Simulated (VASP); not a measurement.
# Ni (Fm-3m) in VASP: notebook

One crystal, Ni, is run at these levels: PBE; tasks: relaxation of cell and atoms, single point.

All numbers are computed with VASP 6.6.1; they aren't measurements. Logs are shortened: lines on timing, memory, paths and dates and some standing lists are left out, and cuts for length are marked.

### 1 The structure

Symmetry: Fm-3m, No. 225, cubic system. Conventional cell: a = 3.524 Å, b = 3.524 Å, c = 3.524 Å, α = 90.00°, β = 90.00°, γ = 90.00°. Around Ni (site symmetry m-3m) lie 12 Ni at 2.49 Å.

### 2 Relaxation of cell and atoms, PBE, collinear spin, ferromagnetic start

INCAR reads:

```
SYSTEM = Ni
ALGO = Fast ; EDIFF = 1E-7
EDIFFG = -0.002 ; ENCUT = 520
GGA = PE ; IBRION = 2
ISIF = 3 ; ISMEAR = 0
ISPIN = 2 ; LASPH = .TRUE.
LCHARG = .FALSE. ; LMAXMIX = 4
LORBIT = 11 ; LREAL = .FALSE.
LWAVE = .FALSE. ; MAGMOM = 0.8
NELM = 100 ; NSW = 80
PREC = Accurate ; SIGMA = 0.1
```

KPOINTS reads:

```
k-points
0
G
  12 12 12
  0 0 0
```

POSCAR reads:

```
Ni
1.0
    0.0000000000      1.7619350000      1.7619350000
    1.7619350000      0.0000000000      1.7619350000
    1.7619350000      1.7619350000      0.0000000000
Ni
1
Direct
    0.0000000000      0.0000000000      0.0000000000
```

Potentials or basis: VASP PAW PBE potentials, release 64 (Ni).

Run with:

```bash
$ cat potpaw_PBE.64/Ni/POTCAR > POTCAR
$ mpirun -np 1 vasp_std > vasp.out
```

OUTCAR:

```text
SYSTEM = Ni
   EDIFF = 1E-7
   EDIFFG = -0.002
   ENCUT = 520
   GGA = PE
   IBRION = 2
   ISIF = 3
   ISMEAR = 0
   ISPIN = 2
   LASPH = .TRUE.
   LORBIT = 11
   LREAL = .FALSE.
   NELM = 100
   NSW = 80
   PREC = Accurate

 ion  position               nearest neighbor table
   1  0.000  0.000  0.000-

  LATTYP: Found a face centered cubic cell.
 ALAT       =     3.5238700000

  Lattice vectors:

 A1 = (   0.0000000000,   1.7619350000,   1.7619350000)
 A2 = (   1.7619350000,   0.0000000000,   1.7619350000)
 A3 = (   1.7619350000,   1.7619350000,   0.0000000000)

Analysis of symmetry for initial positions (statically):
=====================================================================
 Subroutine PRICEL returns:
 Original cell was already a primitive cell.

 Routine SETGRP: Setting up the symmetry group for a
 face centered cubic supercell.

 Subroutine GETGRP returns: Found 48 space group operations
 (whereof 48 operations were pure point group operations)
 out of a pool of 48 trial point group operations.

The static configuration has the point symmetry O_h .

Analysis of symmetry for dynamics (positions and initial velocities):
=====================================================================
 Subroutine PRICEL returns:
 Original cell was already a primitive cell.

 Routine SETGRP: Setting up the symmetry group for a
 face centered cubic supercell.

 Subroutine GETGRP returns: Found 48 space group operations
 (whereof 48 operations were pure point group operations)
 out of a pool of 48 trial point group operations.

The dynamic configuration has the point symmetry O_h .

Analysis of structural, dynamic, and magnetic symmetry:
=====================================================================
 Subroutine PRICEL returns:
 Original cell was already a primitive cell.

 Routine SETGRP: Setting up the symmetry group for a
 face centered cubic supercell.

 Subroutine GETGRP returns: Found 48 space group operations
 (whereof 48 operations were pure point group operations)
 out of a pool of 48 trial point group operations.

The overall configuration has the point symmetry O_h .

 Subroutine INISYM returns: Found 48 space group operations
 (whereof 48 operations are pure point group operations),
 and found     1 'primitive' translations

----------------------------------------------------------------------------------------

                                     Primitive cell

  volume of cell :      10.9396

  direct lattice vectors                    reciprocal lattice vectors
     0.000000000  1.761935000  1.761935000    -0.283778914  0.283778914  0.283778914
[... 122 lines left out ...]
   NGX =  9   NGY =  9   NGZ =  9

--------------------------------------- Ionic step        1  -------------------------------------------

 number of electron      10.0000010 magnetization       0.6821909

 Free energy of the ion-electron system (eV)
  ---------------------------------------------------
  ext. energy  EPLUGINS =         0.00000000
  ---------------------------------------------------
  free energy    TOTEN  =        -5.47365253 eV

  energy without entropy =       -5.46506197  energy(sigma->0) =       -5.46935725

------------------------ aborting loop because EDIFF is reached ----------------------------------------

  FORCE on cell =-STRESS in cart. coord.  units (eV):
  Direction    XX          YY          ZZ          XY          YZ          ZX
  --------------------------------------------------------------------------------------
  -------------------------------------------------------------------------------------
  Total       -0.0373409     -0.0373409     -0.0373409     -0.0000000      0.0000000     -0.0000000
  in kB       -5.4688450     -5.4688450     -5.4688450     -0.0000000      0.0000000     -0.0000000
  external PRESSURE =      -5.4688450 kB  Pullay stress =       0.0000000 kB
[... 86 lines left out ...]
  FREE ENERGIE OF THE ION-ELECTRON SYSTEM (eV)
  ---------------------------------------------------
  free  energy   TOTEN  =        -5.4737069732 eV

  energy  without entropy=       -5.4650974156  energy(sigma->0) =       -5.46940219

[... ionic steps 4 to 7 ...]

--------------------------------------- Ionic step        8  -------------------------------------------

 number of electron      10.0000009 magnetization       0.6810054

------------------------ aborting loop because EDIFF is reached ----------------------------------------
[... 65 lines left out ...]
--------------------------------------- Ionic step       10  -------------------------------------------

 number of electron      10.0000009 magnetization       0.6810467

 Free energy of the ion-electron system (eV)
  ---------------------------------------------------
  ext. energy  EPLUGINS =         0.00000000
  ---------------------------------------------------
  free energy    TOTEN  =        -5.47370685 eV

  energy without entropy =       -5.46509855  energy(sigma->0) =       -5.46940270

 E-fermi :   9.3359     XC(G=0): -13.2409

 val. band max:        9.3276876643   @ k =  -0.1667   0.1667   0.0000
 cond. band min:       9.3578626188   @ k =   0.5000   0.1667   0.0833
 fundamental gap:      0.0301749545
 Fermi energy:         9.3358525625

 spin component 1

 k-point     1 :       0.0000    0.0000    0.0000
  band No.  band energies     occupation
      1       0.3457      1.00000
      2       6.8667      1.00000
      3       6.8667      1.00000
      4       6.8667      1.00000
      5       8.0447      1.00000
      6       8.0447      1.00000
      7      33.0438      0.00000
      8      36.8755      0.00000
      9      36.8755      0.00000
[... 265 lines left out ...]
 k-point    24 :      -0.4167    0.1667    0.0000
  band No.  band energies     occupation
      1       5.0381      1.00000
      2       6.5011      1.00000
      3       7.0834      1.00000
      4       7.2645      1.00000
      5       8.5526      1.00000
      6      11.4985      0.00000
      7      15.4549      0.00000
      8      26.0431      0.00000
      9      30.8072      0.00000

 [... further k-points ...]

 spin component 2

 k-point     1 :       0.0000    0.0000    0.0000
  band No.  band energies     occupation
      1       0.3121      1.00000
      2       7.6830      1.00000
      3       7.6830      1.00000
      4       7.6830      1.00000
      5       8.6821      1.00000
      6       8.6821      1.00000
      7      32.8701      0.00000
      8      36.8611      0.00000
      9      36.8611      0.00000
[... 304 lines left out ...]
  FREE ENERGIE OF THE ION-ELECTRON SYSTEM (eV)
  ---------------------------------------------------
  free  energy   TOTEN  =        -5.4737068550 eV

  energy  without entropy=       -5.4650985548  energy(sigma->0) =       -5.46940270

 reached required accuracy - stopping structural energy minimisation

 total charge

# of ion       s       p       d       tot
------------------------------------------
    1        0.498   0.497   8.309   9.304

 magnetization (x)

# of ion       s       p       d       tot
------------------------------------------
    1       -0.006  -0.026   0.725   0.693
```

OSZICAR:

```text
N       E                     dE             d eps       ncg     rms          rms(c)
DAV:   1     0.229515281580E+02    0.22952E+02   -0.48480E+03  2672   0.143E+03
DAV:   2    -0.606275662694E+01   -0.29014E+02   -0.28052E+02  2617   0.165E+02
[... 61 lines left out ...]
DAV:   1    -0.547370685296E+01    0.50996E-07   -0.15070E-08  1446   0.167E-03    0.768E-04
RMM:   2    -0.547370685938E+01   -0.64163E-08   -0.37253E-08  1289   0.336E-03
   9 F= -.54737069E+01 E0= -.54694027E+01  d E =-.353855E-07  mag=     0.6810
       N       E                     dE             d eps       ncg     rms          rms(c)
DAV:   1    -0.547370685568E+01   -0.27187E-08   -0.13231E-08  1314   0.167E-03    0.931E-05
RMM:   2    -0.547370685497E+01    0.71600E-09   -0.43647E-12    69   0.349E-04
  10 F= -.54737069E+01 E0= -.54694027E+01  d E =0.441355E-08  mag=     0.6810
```

CONTCAR:

```text
Ni
   1.00000000000000
     0.0000000000000000    1.7603283948910329    1.7603283948910329
     1.7603283948910329    0.0000000000000000    1.7603283948910329
     1.7603283948910329    1.7603283948910329   -0.0000000000000000
  Ni
     1
Direct
     0.0000000000000000    0.0000000000000000    0.0000000000000000

  0.00000000E+00  0.00000000E+00  0.00000000E+00
```

It took 68 s on 1 thread of Intel Xeon Platinum 8488C (Sapphire Rapids), shared host; peak memory 0.14 GiB.

What came out:

```
Free energy                                           : -5.4737 eV
Relaxed volume                                        : 10.91 Å³/atom
Relaxed cell                                          : a = 2.489 Å, b = 2.489 Å, c = 2.489 Å, α = 60.00°, β = 60.00°, γ = 60.00°
Space group after relaxing (to 0.05 Å)                : Fm-3m (No. 225)
Energy gained by relaxing                             : 0.1 meV/atom
Ionic steps                                           : 10
Pressure after relaxing                               : 0.0 GPa
Band gap on the k mesh                                : none (metal or under the smearing width)
Net moment                                            : 0.68 μB per cell
Site moments                                          : Ni +0.69 μB
Valence electrons inside the program's atomic spheres : Ni 9.30
```

Final structure:
```yaml
crystal:
  lattice:
    - [0.00000, 1.76033, 1.76033]
    - [1.76033, 0.00000, 1.76033]
    - [1.76033, 1.76033, 0.00000]
  atoms:
    - { symbol: Ni, position: [0.00000, 0.00000, 0.00000] }
```

Levels at points of the mesh, in eV from the Fermi level:
Spin up:
```tsv
k point	band 2	band 3	band 4	band 5	band 6	band 7	band 8	band 9
(0.00, 0.00, 0.00)	-2.47	-2.47	-2.47	-1.29	-1.29	23.71	27.54	27.54
(0.50, 0.00, 0.00)	-2.44	-2.44	-0.65	-0.65	-0.29	5.62	22.20	24.62
(0.50, 0.50, 0.00)	-4.22	-0.59	-0.52	-0.52	2.45	9.18	14.80	14.80
```
Spin down:
```csv
k point,band 2,band 3,band 4,band 5,band 6,band 7
"(0.00, 0.00, 0.00)",-1.65,-1.65,-1.65,-0.65,-0.65,23.53
"(0.50, 0.00, 0.00)",-1.77,-1.77,-0.35,0.17,0.17,6.08
"(0.50, 0.50, 0.00)",-3.55,0.08,0.41,0.41,2.41,9.45
```

### 3 Relaxation of cell and atoms, PBE, collinear spin, ferromagnetic start

This run uses another cell than the first one, of 10.91 Å³/atom, 0.997 times its volume.

INCAR is that of step 2.

KPOINTS is that of step 2.

POSCAR reads:

```
Ni                                      
1.0
    0.0000000000      1.7603283949      1.7603283949
    1.7603283949      0.0000000000      1.7603283949
    1.7603283949      1.7603283949     -0.0000000000
  Ni            
     1
Direct
     0.0000000000000000    0.0000000000000000    0.0000000000000000
```

Potentials or basis: VASP PAW PBE potentials, release 64 (Ni).

Run with:

```bash
$ cat potpaw_PBE.64/Ni/POTCAR > POTCAR
$ mpirun -np 1 vasp_std > vasp.out
```

Run time: 15 s. Hardware: 1 thread of Intel Xeon Platinum 8488C (Sapphire Rapids), shared host; peak memory 0.13 GiB.

Results (log left out):

- Free energy: -5.4737 eV
- Pressure after relaxing: 0.0 GPa
- Band gap on the k mesh: none (metal or under the smearing width)
- Net moment: 0.68 μB per cell
- Site moments: Ni +0.69 μB
- Valence electrons inside the program's atomic spheres: Ni 9.30

Final structure:
```xyz
1
Lattice="0.0000 1.7603 1.7603 1.7603 0.0000 1.7603 1.7603 1.7603 0.0000" Properties=species:S:1:pos:R:3 pbc="T T T"
Ni    0.0000    0.0000    0.0000
```

Levels at points of the mesh, in eV from the Fermi level:
Spin up:
| k point | band 3 | band 4 | band 5 | band 6 | band 7 | band 8 |
| --- | --- | --- | --- | --- | --- | --- |
| (0.00, 0.00, 0.00) | -2.47 | -2.47 | -1.29 | -1.29 | 23.71 | 27.54 |
| (0.50, 0.00, 0.00) | -2.44 | -0.65 | -0.65 | -0.29 | 5.62 | 22.20 |
| (0.50, 0.50, 0.00) | -0.59 | -0.52 | -0.52 | 2.45 | 9.18 | 14.80 |
Spin down:
| k point | band 1 | band 2 | band 3 | band 4 | band 5 | band 6 | band 7 | band 8 |
| --- | --- | --- | --- | --- | --- | --- | --- | --- |
| (0.00, 0.00, 0.00) | -9.02 | -1.65 | -1.65 | -1.65 | -0.65 | -0.65 | 23.53 | 27.53 |
| (0.50, 0.00, 0.00) | -4.38 | -1.77 | -1.77 | -0.35 | 0.17 | 0.17 | 6.08 | 22.05 |
| (0.50, 0.50, 0.00) | -4.28 | -3.55 | 0.08 | 0.41 | 0.41 | 2.41 | 9.45 | 14.81 |

Caveat: the relaxation stopped at its first step, so nothing moved.

### 4 Single point, PBE, collinear spin, ferromagnetic start

This run uses another cell than the first one, of 10.91 Å³/atom, 0.997 times its volume.

INCAR reads:

```
SYSTEM = Ni
PREC     = Accurate       ! precision mode
ENCUT    = 520            ! plane-wave cutoff, eV
EDIFF    = 1E-7           ! SCF threshold, eV
ISMEAR   = 0              ! smearing method
SIGMA    = 0.1            ! smearing width, eV
LREAL    = .False.        ! projectors in reciprocal space
LASPH    = .True.         ! aspherical terms in the spheres
NELM     = 100            ! most SCF steps
ALGO     = Fast           ! electronic algorithm
ISIF     = 2              ! what is computed and relaxed
LWAVE    = .False.        ! write WAVECAR
LCHARG   = .False.        ! write CHGCAR
ISPIN    = 2              ! spin polarisation
MAGMOM   = 0.8            ! initial moments
LORBIT   = 11             ! projections on sites
LMAXMIX  = 4              ! l up to which the mixer works
GGA      = PE             ! functional
```

KPOINTS reads:

```
regular mesh
0
Gamma
  12 12 12
  0 0 0
```

Edit POSCAR of step 3 so:

```diff
@@ -4,3 +4,3 @@
     1.7603283949      0.0000000000      1.7603283949
-    1.7603283949      1.7603283949     -0.0000000000
+    1.7603283949      1.7603283949      0.0000000000
   Ni
```

Run with:

```bash
$ cat potpaw_PBE.64/Ni/POTCAR > POTCAR
$ mpirun -np 1 vasp_std > vasp.out
```

Run time: 18 s. Hardware: 1 thread of Intel Xeon Platinum 8488C (Sapphire Rapids), shared host; peak memory 0.13 GiB.

Results (log left out):

```
Free energy                                           : -5.4737 eV
Pressure                                              : 0.0 GPa
Band gap on the k mesh                                : none (metal or under the smearing width)
Net moment                                            : 0.68 μB per cell
Site moments                                          : Ni +0.69 μB
Valence electrons inside the program's atomic spheres : Ni 9.30
```

Levels at points of the mesh, in eV from the Fermi level:
Spin up:
```csv
k point,band 3,band 4,band 5,band 6,band 7,band 8
"(0.00, 0.00, 0.00)",-2.47,-2.47,-1.29,-1.29,23.71,27.54
"(0.50, 0.00, 0.00)",-2.44,-0.65,-0.65,-0.29,5.62,22.20
"(0.50, 0.50, 0.00)",-0.59,-0.52,-0.52,2.45,9.18,14.80
```
Spin down:
```tsv
k point	band 2	band 3	band 4	band 5	band 6	band 7
(0.00, 0.00, 0.00)	-1.65	-1.65	-1.65	-0.65	-0.65	23.53
(0.50, 0.00, 0.00)	-1.77	-1.77	-0.35	0.17	0.17	6.08
(0.50, 0.50, 0.00)	-3.55	0.08	0.41	0.41	2.41	9.45
```
